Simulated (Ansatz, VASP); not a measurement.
**One calculation of HgTe (Coloradoite), two programs**

```xyz
2
Lattice="0.0000 3.2145 3.2145 3.2145 0.0000 3.2145 3.2145 3.2145 0.0000" Properties=species:S:1:pos:R:3 pbc="T T T"
Hg    0.0000    0.0000    0.0000
Te    4.8217    4.8217    4.8217
```

Alike in both runs: task single point; functional PBE; k mesh 4 × 4 × 4; occupations fermi-dirac, width 0.02 eV; no spin polarisation.

|  | VASP | Ansatz |
| --- | --- | --- |
| version | VASP 6.6.1 | Ansatz 0.2.0 |
| potentials or method | VASP PAW PBE potentials, release 64 (Hg, Te), cutoff 520 eV | all-electron LAPW, scalar-relativistic |

|  | VASP | Ansatz | Ansatz less VASP |
| --- | --- | --- | --- |
| gap on the k mesh at the Fermi level (eV) | none | none | - |
| pressure (GPa) | 5.1 | 5.0 | -0.08 |

A gap of «none» marks a metal or a gap that the smearing closes. Ansatz ran all-electron here, so the differences hold the error of VASP's frozen core and of both bases.

Caveats: the k mesh is coarse (spacing up to 0.42 Å⁻¹), so the values aren't converged; the k mesh is thin for a metal, which can move the energy by tens of meV per atom (Ansatz). The runs have no spin-orbit coupling, so splittings on Hg, Te are missing.
